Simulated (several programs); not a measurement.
# Many methods on one cell: LiCl (P6_3mc)

A 4-atom cell of LiCl (P6_3mc) from a materials database, relaxed with r2SCAN in Ansatz, was computed with several methods. Space group P6_3mc (No. 186), hexagonal; a = 3.894 Å, c = 6.226 Å in the conventional setting, 20.44 Å³ an atom. Around Li lie 4 Cl at 2.37 Å; around Cl lie 4 Li at 2.37 Å. The values are computed, spin-unpolarised, and not measurements.

```
Li Cl
1.0
     3.89374    0.00000    0.00000
    -1.94687    3.37208    0.00000
     0.00000    0.00000    6.22588
Li Cl
2 2
Cartesian
  1.9469 1.1240 5.4668
  0.0000 2.2481 2.3539
  1.9469 1.1240 3.0938
  0.0000 2.2481 6.2067
```

Gaps and times are for a single point on this cell; volume and bulk modulus come from each method's own relaxation or energy curve at fixed shape, which is too stiff where a cell has free coordinates or axes. Times are rough, from shared hosts (AMD EPYC 9R45 96-Core Processor; Arm Neoverse V1), and each method has its own mesh and cell size. A double dagger marks a value from a curve with shape and coordinates held. A star marks a curve whose lowest point is an end point. PM6 (MOPAC), PM7 (MOPAC), GFN1-xTB (tblite), GFN2-xTB (tblite) treat a cluster of cells at its zone centre, which samples few k points: where these miss a band edge, the gap comes out too large for that reason alone. Gaps from k meshes are read at a limited set of points (mesh, symmetry points, PBE's band edges), so each method's own least gap may be somewhat smaller. Force fields have no electrons; where one was fitted to this phase, its volume and modulus reflect the fit. xTB and the PM methods were fitted mostly to molecules, and can miss a solid's gap by electronvolts. Minimal bases can be far off for gaps. Times of the plane-wave rungs are withheld (a dash), since they come from other jobs, hosts and meshes; the meshes of hybrids and Hartree-Fock don't converge their gaps to the digits shown. GLLB-SC's gap includes the derivative discontinuity. G0W0 is at finite bands, cutoff and mesh. d marks a direct gap, i an indirect one (no mark: not told apart), a dash a value that wasn't computed or didn't pass its checks.

| method | kind | gap (eV) | own volume (Å³/atom) | bulk modulus (GPa) | atoms computed | processor time |
| --- | --- | --- | --- | --- | --- | --- |
| PBEsol | semilocal | – | 20.13 | – | 4 | – |
| ffield.eim (LAMMPS) | force field | – | – | – | 4 | 0.11 s |
| light PBE (260 eV, its own mesh) | light plane-wave | 6.02 d | 21.01‡ | 25‡ | 4 | 0.56 s |
| PBE | semilocal | 6.02 d | 20.98 | 24‡ | 4 | – |
| GFN1-xTB (tblite) | tight binding | 4.05 | 18.23*‡ | – | cluster | 2.9 s |
| PM7 (MOPAC) | semi-empirical | 7.67 | – | – | cluster | 3.9 s |
| PM6 (MOPAC) | semi-empirical | 11.43 | – | – | cluster | 4.2 s |
| GFN2-xTB (tblite) | tight binding | 4.43 | – | – | cluster | 5.7 s |
| r2SCAN | semilocal | 6.69 d | 20.44 | 26‡ | 4 | – |
| PBE/single zeta (GPAW) | small basis | 5.08 d | – | – | 4 | 7.4 s |
| LDA | semilocal | 5.60 d | 18.87 | – | 4 | – |
| PBE/SZV (CP2K) | small basis | 5.27 d | 22.62*‡ | – | 4 | 10 s |
| GLLB-SC (GPAW) | model potential | 10.21 | – | – | 4 | 17 s |
| PBE/DZVP (CP2K) | small basis | 5.93 d | 21.22‡ | 23‡ | 4 | 22 s |
| LC-ωPBE | hybrid | 12.69 d | – | – | 4 | – |
| HSE06 | hybrid | 7.35 d | 20.59 | – | 4 | – |
| PBE0 | hybrid | 8.08 d | – | – | 4 | – |
| DDH-PBE0 | hybrid | 9.37 d | – | – | 4 | – |
| r2SCAN0 | hybrid | 8.43 d | – | – | 4 | – |
| G0W0@LDA (140 eV screening cutoff) | many-body | 8.53 | – | – | 4 | – |
| G0W0@HSE06 (140 eV screening cutoff) | many-body | 9.32 | – | – | 4 | – |
| G0W0@r2SCAN (210 eV screening cutoff) | many-body | 9.19 | – | – | 4 | – |
| G0W0@PBE (220 eV screening cutoff) | many-body | 8.83 | – | – | 4 | – |

Against HSE06 (7.35 eV) the nearest gap at the points sampled is that of PM7 (MOPAC) (+0.32 eV) and the farthest that of LC-ωPBE (+5.34 eV). HSE06 is only a yardstick of convenience: for gaps this wide it usually falls short of measured ones, so a larger value can be the better one.

Volumes against r2SCAN's: PBEsol -1.5 %, PBE +2.7 %, LDA -7.7 %, HSE06 +0.7 %.
